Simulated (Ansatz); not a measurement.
# AgCl: response to strain

Aim: deform AgCl (zz strain of +2 %) and compute stress, forces and field gradients with LAPW, PAW and all-electron datasets made for the crystal.

Program: Ansatz 0.2.0. Level of theory: DFT PBE, scalar-relativistic. These are calculated values, not measurements.

**1. The starting structure**

Symmetry: Pm-3m, No. 221, cubic system. The conventional cell has a = 3.434 Å, b = 3.434 Å, c = 3.434 Å, α = 90.00°, β = 90.00°, γ = 90.00°. Ag (site symmetry m-3m) has 8 Cl at 2.97 Å as nearest neighbours. Around Cl (site symmetry m-3m) lie 8 Ag at 2.97 Å.

As a file:

```
CELL_PARAMETERS angstrom
3.43397 0.00000 0.00000
0.00000 3.43397 0.00000
0.00000 0.00000 3.43397
ATOMIC_POSITIONS crystal
Ag 0.00000 0.00000 0.00000
Cl 0.50000 0.50000 0.50000
```

Atoms are numbered in the order of the input: Ag1, Cl2.

**2. The deformed structure**

Space group Pm-3m before, P4/mmm after.

**3. Full-potential LAPW**

input.yaml reads:

```yaml
crystal:
  lattice:
    - [3.433973, 0.0, 0.0]
    - [0.0, 3.433973, 0.0]
    - [0.0, 0.0, 3.50265246]
  atoms:
    - { symbol: Ag, position: [0.0, 0.0, 0.0] }
    - { symbol: Cl, position: [0.5, 0.5, 0.5] }
kpoints:
  mp_grid: { grid: [9, 9, 9] }
  band_path:
    path:
      - [0.0, 0.0, 0.0]
      - [0.0, 0.5, 0.0]
      - [0.5, 0.5, 0.0]
      - [0.0, 0.0, 0.0]
      - [0.0, 0.0, 0.5]
      - [0.0, 0.5, 0.5]
      - [0.5, 0.5, 0.5]
      - [0.0, 0.0, 0.5]
      - [0.0, 0.5, 0.0]
    npoints: 5
scf:
  occupations: { method: fermi_dirac, width: 0.01 }
hamiltonian:
  xc: pbe
  pseudopotentials: { kind: all_electron, lapw: { basis_error: 0.001 } }
output:
  forces: true
  stress: true
  eigenvalues: true
```

Run with:

```
$ ansatz run input.yaml --threads 1 --pin off --max-ram 3072MiB --backend cpu --events-out ev --progress --plain --runs-dir out
```

**4. PAW on the default files**

input.yaml reads:

```yaml
crystal:
  lattice:
    - [3.433973, 0.0, 0.0]
    - [0.0, 3.433973, 0.0]
    - [0.0, 0.0, 3.50265246]
  atoms:
    - { symbol: Ag, position: [0.0, 0.0, 0.0] }
    - { symbol: Cl, position: [0.5, 0.5, 0.5] }
kpoints:
  mp_grid: { grid: [9, 9, 9] }
scf:
  occupations: { method: fermi_dirac, width: 0.01 }
hamiltonian:
  xc: pbe
  pseudopotentials: { kind: paw }
output:
  forces: true
  stress: true
  eigenvalues: true
  efg: { contact_densities: true }
```

**5. All-electron PAW on datasets made for the crystal**

Edit input.yaml of step 4 so:

```diff
@@ -14,3 +14,3 @@
   xc: pbe
-  pseudopotentials: { kind: paw }
+  pseudopotentials: { kind: all_electron, datasets: crystal }
 output:
```

(Steps that only read results are left out.)

Before running it: what results should come out? Wanted: pressure; largest shear or deviatoric stress.

**Answer**, as computed:

```
                                 quantity                                              value
                                 pressure  LAPW -0.99, PAW -1.00, crystal datasets -0.99 GPa
largest shear or deviatoric stress (LAPW)                                           0.61 GPa
```

In words: The largest part of the stress beyond the pressure is 0.61 GPa in size, in the zz component; the atoms are carried along and not relaxed. No run of the undeformed cell stands beside it, so the pressure holds what the given cell had before the change. PAW: stress within 0.01 GPa of LAPW. Crystal datasets: stress within 0.01 GPa of LAPW.
